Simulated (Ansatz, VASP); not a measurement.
# MoS2 in VASP and in Ansatz

```xyz
9
Lattice="3.1494 0.0000 0.0000 -1.5747 2.7275 0.0000 0.0000 0.0000 18.7539" Properties=species:S:1:pos:R:3 pbc="T T T"
Mo    1.5747    0.9092    0.0000
Mo    0.0000    1.8183   12.7021
Mo    0.0000    1.8183    6.0518
S     0.0000    1.8183    1.5657
S     1.5747    0.9092   14.2684
S     1.5747    0.9092    7.6181
S     0.0000    1.8183   17.1882
S     1.5747    0.9092   11.1359
S     1.5747    0.9092    4.4855
```

Measurements of this composition are mostly on another form, of space group No. 194.

Alike in both runs: functional PBE; dispersion D3(BJ); k mesh 12 × 12 × 1; occupations gaussian, width 0.02 eV; no spin polarisation.

Ansatz relaxed the structure, and its values are those at the end. VASP's run is a single point on that final structure, the one shown.

|  | VASP | Ansatz |
| --- | --- | --- |
| version | VASP 6.6.1 | Ansatz 0.2.0 |
| potentials or method | VASP PAW PBE potentials, release 64 (Mo_sv, S) | scalar-relativistic, plane waves, PAW |
| plane-wave cutoff (eV) | 520 | 420 |
| valence electrons in the cell | 78 | 78 |

Ansatz gave:

| Property | Result |
| --- | --- |
| gap on the k mesh at the Fermi level (eV) | 0.95 |
| least direct gap on the mesh (eV) | 1.74 |
| pressure (GPa) | 0.0 |
| rms of the force components (eV/Å) | 0.002 |

Task: What did VASP give for the same quantities?

Result: gap on the k mesh at the Fermi level (eV): 0.96; least direct gap on the mesh (eV): 1.75; pressure (GPa): -0.1; rms of the force components (eV/Å): 0.005.

Caveats: an odd mesh through Γ misses points on the zone boundary, where band edges often lie. A hybrid or GW would open this gap; PBE tends to underestimate it.
